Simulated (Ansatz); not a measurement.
The system is Ti.

```xyz
2
Lattice="2.9500 0.0000 0.0000 -1.4750 2.5548 0.0000 0.0000 0.0000 4.6800" Properties=species:S:1:pos:R:3 pbc="T T T"
Ti    1.4750    0.8516    3.5100
Ti    0.0000    1.7032    1.1700
```

```yaml
Program: Ansatz 0.2.0
Task: relaxation of cell and atoms
Functional: BLYP
Dispersion: D3(BJ)
Potentials_or_basis: all-electron LAPW, scalar-relativistic
Basis_error_allowed: 0.001 eV/atom
k_mesh: 10 × 10 × 6
Occupations: fermi-dirac, width 0.05 eV
Spin: no spin polarisation
```

At the start: volume 17.64 Å³/atom.

Task: Where does the relaxation end?

Result: Over 6 steps the energy falls by 85.5 meV/atom and the volume is 15.63 Å³/atom (-11.4 %); space group P6_3/mmc (No. 194, to 0.05 Å).

The path:
```
step  energy change (eV)  largest force (eV/Å)  volume (Å³)
   1              0.0000                0.0000        35.27
   2             -0.1607                0.0000        30.38
   3             -0.1706                0.0000        31.40
   4             -0.1709                0.0000        31.26
   5             -0.1709                0.0000        31.25
   6             -0.1709                0.0000        31.25
```

Final structure:
```xyz
2
Lattice="2.8355 0.0000 0.0000 -1.4177 2.4556 0.0000 0.0000 0.0000 4.4889" Properties=species:S:1:pos:R:3 pbc="T T T"
Ti    1.4177    0.8185    3.3667
Ti    0.0000    1.6371    1.1222
```

Caveat: the volume moved by -11 % from the deposited cell, more than functionals usually miss.
